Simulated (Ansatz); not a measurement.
# ZrSe2 (P-3m1) in Ansatz: a series of runs

Runs on ZrSe2. Level: PBEsol. Tasks: single point.

Everything below comes from runs of Ansatz 0.2.0. Logs are shortened: lines on timing, memory, paths and dates and some standing lists are left out, and cuts for length are marked.

## Step 1: The structure

The structure is trigonal, space group P-3m1 (No. 164). Conventional cell: a = 3.798 Å, b = 3.798 Å, c = 6.192 Å, α = 90.00°, β = 90.00°, γ = 120.00°. Zr (site symmetry -3m) is surrounded by 6 Se at 2.68 Å. Around Se (site symmetry 3m) lie 3 Zr at 2.68 Å.

## Step 2: Single point, PBEsol, 24.24 Å³/atom (volume scaled by 0.94)

Contents of input.yaml:

```yaml
crystal:
  lattice:
    - [3.7204680409, 0.0, 0.0]
    - [-1.8602340205, 3.2220198374, 0.0]
    - [0.0, 0.0, 6.0655971852]
  atoms:
    - { symbol: Zr, position: [0.0, 0.0, 0.0] }
    - { symbol: Se, position: [0.6666666667, 0.3333333333, 0.75] }
    - { symbol: Se, position: [0.3333333333, 0.6666666667, 0.25] }
kpoints:
  mp_grid: { grid: [8, 8, 5] }
scf:
  occupations: { method: fermi_dirac, width: 0.05 }
hamiltonian:
  xc: pbesol
  pseudopotentials: { kind: all_electron, lapw: { basis_error: 0.001 } }
output:
  forces: true
  stress: true
  eigenvalues: true
```

Potentials or basis: all-electron LAPW, scalar-relativistic.

Started as:

```
> ansatz run input.yaml --threads 2 --pin off --max-ram 8192MiB --backend cpu --events-out ev --progress --plain --runs-dir out
```

The program printed:

```text
Warning: RAYON_NUM_THREADS=2 ignored (pool sized by the plan → 2); use --threads N
LAPW: plane waves up to 8.047 Å⁻¹, error target 1.0e-3 eV per atom; small_component_spin mean_spin; Se in spheres of 1.311 Å, 24 of its electrons in bands, Dirac shells []; Zr in spheres of 1.319 Å, 30 of its electrons in bands, Dirac shells [] (how accurate: hamiltonian.pseudopotentials.lapw.basis_error, Limitations)
Engine: ansatz 0.2.0, aarch64-unknown-linux-gnu
Pseudopotentials: kind: all_electron
Pseudopotential: Zr, LAPW, valence charge 30, lapw/all_electron/scalar/gaussian/Zr, Koelling and Harmon's equation, gaussian nucleus
Pseudopotential: Se, LAPW, valence charge 24, lapw/all_electron/scalar/gaussian/Se, Koelling and Harmon's equation, gaussian nucleus
Functional definition: PBEsol
  exchange = pbesol_x
  correlation = pbesol_c
Crystal: 3 atoms, lattice volume = 72.711 Å³
Basis set: ecut = 246.717434024673 eV, 627 PW (Γ), exchange–correlation at level 2
Bands: 47, of which v1, the nominal top of the filled ones, is band 39 counted from 1 (38 counted from 0)
Symmetry: 12 space group operations
Space group: P-3m1 (ITA 164), of the structure as read, at distance tolerance 4.2e-5 Å
k-points: 40 of 320
Non-local potential: Zr, projectors of the file, none
Non-local potential: Se, projectors of the file, none
Initial density: superposition of atomic densities (chi_scale 0.1, normalization cell, long waves kept (reshape's long-wave potential 0.15 eV rms))
Initial wavefunctions: plane waves of lowest kinetic energy (no species holds an atomic orbital)
Functional: x = pbesol(κ = 0.804, μ = 0.12345679012345678), c = pbesol(β = 0.046)
iter 1 solved again at ethr=1.51e-3 eV; its pass at ethr=1.00e-1 eV (dr2=1.18e0 eV) is discarded
SCF iter   1: F=—  HF=-230037.941796 eV  |F-HF|=—  |Δ(HF+E_count)|=         —  Δρ=3.25e-2  dr2=1.18e0  ethr=1.51e-3  ⟨swp⟩=2.1  Hψ=11861  notcnv=0
preconditioner: auto → Resta (q_TF=auto, 2.760 Å⁻¹)  ε∞=3.9  [insulator: Δε(μ)=0.751 eV  Ē_g=10.231 eV  σ=0.050 eV  W_gap=1.00  n_scr=22 (ndim 8)  ℏωp=17.4 eV  f_vac=0.142  D(μ)=0.00/eV (n_scr^D=0)  ε∞_Penn≈3.9]
SCF iter   2: F=—  HF=-230037.588217 eV  |F-HF|=—  |Δ(HF+E_count)|=   3.54e-1  Δρ=1.53e-2  dr2=3.45e-1  ethr=1.51e-3  ⟨swp⟩=2.0  Hψ=5922  notcnv=0
SCF iter   3: F=—  HF=-230037.533862 eV  |F-HF|=—  |Δ(HF+E_count)|=   5.44e-2  Δρ=8.59e-3  dr2=8.48e-2  ethr=4.42e-4  ⟨swp⟩=2.5  Hψ=5924  notcnv=0
iter 4 solved again at ethr=7.19e-6 eV; its pass at ethr=1.09e-4 eV (dr2=5.61e-3 eV) is discarded
SCF iter   4: F=—  HF=-230037.518489 eV  |F-HF|=—  |Δ(HF+E_count)|=         —  Δρ=2.11e-3  dr2=5.61e-3  ethr=7.19e-6  ⟨swp⟩=2.0  Hψ=9502  notcnv=0
the basis was enlarged: its passes take 246.4 KiB over the memory plan, 2 of 2 planned eigensolver slots
SCF iter   5: F=—  HF=-230037.520086 eV  |F-HF|=—  |Δ(HF+E_count)|=   1.60e-3  Δρ=6.01e-4  dr2=4.26e-4  ethr=7.19e-6  ⟨swp⟩=2.0  Hψ=5608  notcnv=0
SCF iter   6: F=—  HF=-230037.520072 eV  |F-HF|=—  |Δ(HF+E_count)|=   1.41e-5  Δρ=2.71e-4  dr2=6.26e-5  ethr=5.46e-7  ⟨swp⟩=2.0  Hψ=5608  notcnv=0
SCF iter   7: F=—  HF=-230037.520121 eV  |F-HF|=—  |Δ(HF+E_count)|=   4.98e-5  Δρ=9.40e-5  dr2=1.08e-5  ethr=8.02e-8  ⟨swp⟩=3.0  Hψ=5769  notcnv=0
SCF iter   8: F=—  HF=-230037.520135 eV  |F-HF|=—  |Δ(HF+E_count)|=   1.40e-5  Δρ=2.51e-5  dr2=6.64e-7  ethr=1.38e-8  ⟨swp⟩=3.0  Hψ=5852  notcnv=0
SCF iter   9: F=-230037.520136 eV  HF=-230037.520136 eV  |F-HF|=1.95e-8  |Δ(HF+E_count)|=   8.42e-7  Δρ=7.34e-6  dr2=6.03e-8  ethr=8.52e-10  ⟨swp⟩=3.0  Hψ=5847  notcnv=0
SCF 1 converged in 9 iterations: F = -230037.520136 eV  dr2 = 6.03e-8
SCF converged after 9 iterations
Free energy (F): -230037.520136 eV
Harris-Foulkes:  -230037.520136 eV  (|F-HF|=1.95e-8)
Internal energy: -230037.519022 eV  (E = F + TS)
E sigma→0 (E₀):  -230037.519579 eV
Entropy (-TS):   -0.001114 eV (-0.371 meV/atom)
Fermi energy:    10.594552 eV
--- Per-component energies (eV) ---
  E_band       = -7417.437103
  E_kinetic    = 236374.214340
  E_xc         = -7756.913389
  E_electrostatic = -458654.819973  (all electrons and nuclei)
  E_smearing   = -0.001114  (= −TS)
  E_closure    = 0.000000  (closes the sum)
  E_atoms      = -230018.017893  (free atoms, spherical and without spin; not in F)
  Σ components = -230037.520136   (vs F -230037.520136, Δ=0.00e0)
  Basis errors (estimates in eV, not in F): energy 4.2e-4 per atom: plane waves 3.8e-4 (2.2e-4 summed), levels above the bands 6.4e-75, relativity 1.8e-8, radial functions 3.2e-5, core shells 1.0e-10; eigenvalues (radial functions only) 9.1e-7; not estimated: angular momenta, meshes, grids; target (lapw.basis_error) 1.0e-3; muffin-tin radii Se 1.311 Å, Zr 1.319 Å
--- Forces (eV/Å), atoms counted from 1 ---
  atom   1  Zr     0.00000000     0.00000000     0.00000000
  atom   2  Se    -0.00000000    -0.00000000    -0.80653722
  atom   3  Se     0.00000000     0.00000000     0.80653722
  max |Σ_I F_I| component: 1.39e-17 eV/Å
--- Stress (GPa, compression-positive) ---
        3.641928      -0.000000       0.000000
        0.000000       3.641928       0.000000
        0.000000       0.000000       5.312184
  P = ⅓ Tr σ = 4.1987 GPa (41.987 kbar)
--- Band table (eV; the first three rows and the last of 40) ---
  k-point 0: bands = ["-388.2686", "-301.3985", "-301.3985", "-301.3939", "-196.4604", "-196.4604", "-158.8366", "-158.8366", "-158.8343", "-158.8149", "-158.8149", "-136.1288", "-136.1288", "-136.1250", "-136.1250", "-136.1250", "-136.1250", "-38.7288", "-36.5744", "-36.5744", "-36.5743", "-36.5743", "-36.5673", "-36.5670", "-36.5646", "-36.5646", "-36.5643", "-36.5643", "-16.8691", "-16.7246", "-16.7246", "-3.0940", "-1.6344", "5.3976", "7.5182", "7.5182", "10.4337", "10.4337", "10.4572", "11.4625", "11.4625", "12.0289", "15.0404", "15.0404", "15.4115", "15.4463", "19.4666"]
  k-point 1: bands = ["-388.2686", "-301.3985", "-301.3985", "-301.3939", "-196.4604", "-196.4604", "-158.8366", "-158.8366", "-158.8343", "-158.8149", "-158.8149", "-136.1288", "-136.1288", "-136.1250", "-136.1250", "-136.1250", "-136.1250", "-38.7288", "-36.5745", "-36.5745", "-36.5742", "-36.5742", "-36.5673", "-36.5671", "-36.5646", "-36.5646", "-36.5643", "-36.5643", "-16.8693", "-16.7246", "-16.7246", "-3.0124", "-1.7675", "5.7108", "7.5351", "7.5351", "9.6457", "10.3674", "10.3674", "11.4512", "11.4512", "12.3284", "15.1964", "15.1964", "15.5565", "16.0503", "19.5746"]
  k-point 2: bands = ["-388.2686", "-301.3985", "-301.3985", "-301.3939", "-196.4604", "-196.4604", "-158.8366", "-158.8366", "-158.8343", "-158.8149", "-158.8149", "-136.1288", "-136.1288", "-136.1250", "-136.1250", "-136.1250", "-136.1250", "-38.7288", "-36.5746", "-36.5746", "-36.5741", "-36.5741", "-36.5672", "-36.5671", "-36.5646", "-36.5646", "-36.5643", "-36.5643", "-16.8696", "-16.7246", "-16.7246", "-2.8329", "-2.0267", "6.4462", "7.5635", "7.5635", "8.4325", "10.2641", "10.2641", "11.4319", "11.4319", "12.5133", "15.4665", "15.4665", "15.8744", "17.2054", "19.4023"]
  k-point 39: bands = ["-388.2686", "-301.3985", "-301.3985", "-301.3939", "-196.4604", "-196.4604", "-158.8366", "-158.8366", "-158.8343", "-158.8149", "-158.8149", "-136.1288", "-136.1288", "-136.1250", "-136.1250", "-136.1250", "-136.1250", "-38.7149", "-36.5745", "-36.5744", "-36.5743", "-36.5687", "-36.5667", "-36.5667", "-36.5642", "-36.5641", "-36.5639", "-36.5639", "-16.9248", "-16.8562", "-16.8005", "-1.8404", "-1.6477", "6.1144", "6.4802", "7.2309", "7.8560", "8.2149", "8.6021", "11.9517", "12.8292", "12.9527", "15.0379", "15.9991", "17.3135", "18.2862", "18.7827"]
```

Wall time 12 s (2 threads of Arm Neoverse V2, shared host); peak memory 0.45 GiB.

Results:

* Free energy: -230037.5201 eV
* Pressure: 4.2 GPa
* Largest force: 0.807 eV/Å
* Band gap on the k mesh: 0.29 eV, indirect (least direct gap 1.01 eV)

Caveat: an odd mesh through Γ misses points on the zone boundary, where band edges often lie; this functional lacks dispersion, which binds the layers, so the pressure and a relaxed spacing across them are unreliable.

## Step 3: Single point, PBEsol, 24.75 Å³/atom (volume scaled by 0.96)

Edit input.yaml of step 2 so:

```diff
@@ -2,5 +2,5 @@
   lattice:
-    - [3.7204680409, 0.0, 0.0]
-    - [-1.8602340205, 3.2220198374, 0.0]
-    - [0.0, 0.0, 6.0655971852]
+    - [3.7466693833, 0.0, 0.0]
+    - [-1.8733346917, 3.2447108656, 0.0]
+    - [0.0, 0.0, 6.1083140657]
   atoms:
```

Potentials or basis: all-electron LAPW, scalar-relativistic.

Started as:

```
> ansatz run input.yaml --threads 2 --pin off --max-ram 8192MiB --backend cpu --events-out ev --progress --plain --runs-dir out
```

It took 11 s on 2 threads of Arm Neoverse V2, shared host; peak memory 0.44 GiB.

Results (log left out):

```yaml
Free_energy: -230037.5509 eV
Pressure: 2.2 GPa
Largest_force: 0.548 eV/Å
Band_gap_on_the_k_mesh: 0.31 eV, indirect (least direct gap 1.01 eV)
```

Caveat: an odd mesh through Γ misses points on the zone boundary, where band edges often lie; this functional lacks dispersion, which binds the layers, so the pressure and a relaxed spacing across them are unreliable.

## Step 4: Single point, PBEsol, 25.27 Å³/atom (volume scaled by 0.98)

Edit input.yaml of step 3 so:

```diff
@@ -2,5 +2,5 @@
   lattice:
-    - [3.7466693833, 0.0, 0.0]
-    - [-1.8733346917, 3.2447108656, 0.0]
-    - [0.0, 0.0, 6.1083140657]
+    - [3.7725092991, 0.0, 0.0]
+    - [-1.8862546495, 3.267088889, 0.0]
+    - [0.0, 0.0, 6.1504417008]
   atoms:
```

Started as:

```
> ansatz run input.yaml --threads 2 --pin off --max-ram 8192MiB --backend cpu --events-out ev --progress --plain --runs-dir out
```

Wall time 11 s (2 threads of Arm Neoverse V2, shared host); peak memory 0.45 GiB.

It converged, with:

```
Free energy            : -230037.5635 eV
Pressure               : 0.4 GPa
Largest force          : 0.308 eV/Å
Band gap on the k mesh : 0.34 eV, indirect (least direct gap 1.02 eV)
```

Caveat: an odd mesh through Γ misses points on the zone boundary, where band edges often lie; this functional lacks dispersion, which binds the layers, so the pressure and a relaxed spacing across them are unreliable.

## Step 5: Single point, PBEsol, 25.78 Å³/atom

Edit input.yaml of step 4 so:

```diff
@@ -2,5 +2,5 @@
   lattice:
-    - [3.7725092991, 0.0, 0.0]
-    - [-1.8862546495, 3.267088889, 0.0]
-    - [0.0, 0.0, 6.1504417008]
+    - [3.798, 0.0, 0.0]
+    - [-1.899, 3.2891644836, 0.0]
+    - [0.0, 0.0, 6.192]
   atoms:
```

Started as:

```
> ansatz run input.yaml --threads 2 --pin off --max-ram 8192MiB --backend cpu --events-out ev --progress --plain --runs-dir out
```

It took 14 s on 2 threads of Arm Neoverse V2, shared host; peak memory 0.44 GiB.

Results (log left out):

- Free energy: -230037.5596 eV
- Pressure: -1.2 GPa
- Largest force: 0.085 eV/Å
- Band gap on the k mesh: 0.36 eV, indirect (least direct gap 1.02 eV)

Caveat: an odd mesh through Γ misses points on the zone boundary, where band edges often lie; this functional lacks dispersion, which binds the layers, so the pressure and a relaxed spacing across them are unreliable.

## Step 6: Single point, PBEsol, 26.30 Å³/atom (volume scaled by 1.02)

Edit input.yaml of step 5 so:

```diff
@@ -2,5 +2,5 @@
   lattice:
-    - [3.798, 0.0, 0.0]
-    - [-1.899, 3.2891644836, 0.0]
-    - [0.0, 0.0, 6.192]
+    - [3.8231530509, 0.0, 0.0]
+    - [-1.9115765255, 3.3109476647, 0.0]
+    - [0.0, 0.0, 6.2330078176]
   atoms:
```

Potentials or basis: all-electron LAPW, scalar-relativistic.

Started as:

```
> ansatz run input.yaml --threads 2 --pin off --max-ram 8192MiB --backend cpu --events-out ev --progress --plain --runs-dir out
```

It took 12 s on 2 threads of Arm Neoverse V2, shared host; peak memory 0.44 GiB.

Results (log left out):

```
Free energy            : -230037.5410 eV
Pressure               : -2.6 GPa
Largest force          : 0.122 eV/Å
Band gap on the k mesh : 0.38 eV, indirect (least direct gap 1.02 eV)
```

Caveat: an odd mesh through Γ misses points on the zone boundary, where band edges often lie; this functional lacks dispersion, which binds the layers, so the pressure and a relaxed spacing across them are unreliable.

## Step 7: Single point, PBEsol, 26.82 Å³/atom (volume scaled by 1.04)

Edit input.yaml of step 6 so:

```diff
@@ -2,5 +2,5 @@
   lattice:
-    - [3.8231530509, 0.0, 0.0]
-    - [-1.9115765255, 3.3109476647, 0.0]
-    - [0.0, 0.0, 6.2330078176]
+    - [3.8479794157, 0.0, 0.0]
+    - [-1.9239897079, 3.3324479273, 0.0]
+    - [0.0, 0.0, 6.2734830285]
   atoms:
```

Started as:

```
> ansatz run input.yaml --threads 2 --pin off --max-ram 8192MiB --backend cpu --events-out ev --progress --plain --runs-dir out
```

It took 12 s on 2 threads of Arm Neoverse V2, shared host; peak memory 0.44 GiB.

Results (log left out):

* Free energy: -230037.5090 eV
* Pressure: -4.0 GPa
* Largest force: 0.315 eV/Å
* Band gap on the k mesh: 0.40 eV, indirect (least direct gap 1.02 eV)

Caveat: an odd mesh through Γ misses points on the zone boundary, where band edges often lie; this functional lacks dispersion, which binds the layers, so the pressure and a relaxed spacing across them are unreliable.

## Step 8: Single point, PBEsol, 27.33 Å³/atom (volume scaled by 1.06)

Edit input.yaml of step 7 so:

```diff
@@ -2,5 +2,5 @@
   lattice:
-    - [3.8479794157, 0.0, 0.0]
-    - [-1.9239897079, 3.3324479273, 0.0]
-    - [0.0, 0.0, 6.2734830285]
+    - [3.8724894996, 0.0, 0.0]
+    - [-1.9362447498, 3.3536742825, 0.0]
+    - [0.0, 0.0, 6.3134425964]
   atoms:
```

Started as:

```
> ansatz run input.yaml --threads 2 --pin off --max-ram 8192MiB --backend cpu --events-out ev --progress --plain --runs-dir out
```

Run time: 12 s. Hardware: 2 threads of Arm Neoverse V2, shared host; peak memory 0.44 GiB.

It converged, with:

```yaml
Free_energy: -230037.4651 eV
Pressure: -5.1 GPa
Largest_force: 0.495 eV/Å
Band_gap_on_the_k_mesh: 0.42 eV, indirect (least direct gap 1.02 eV)
```

Caveat: an odd mesh through Γ misses points on the zone boundary, where band edges often lie; this functional lacks dispersion, which binds the layers, so the pressure and a relaxed spacing across them are unreliable.
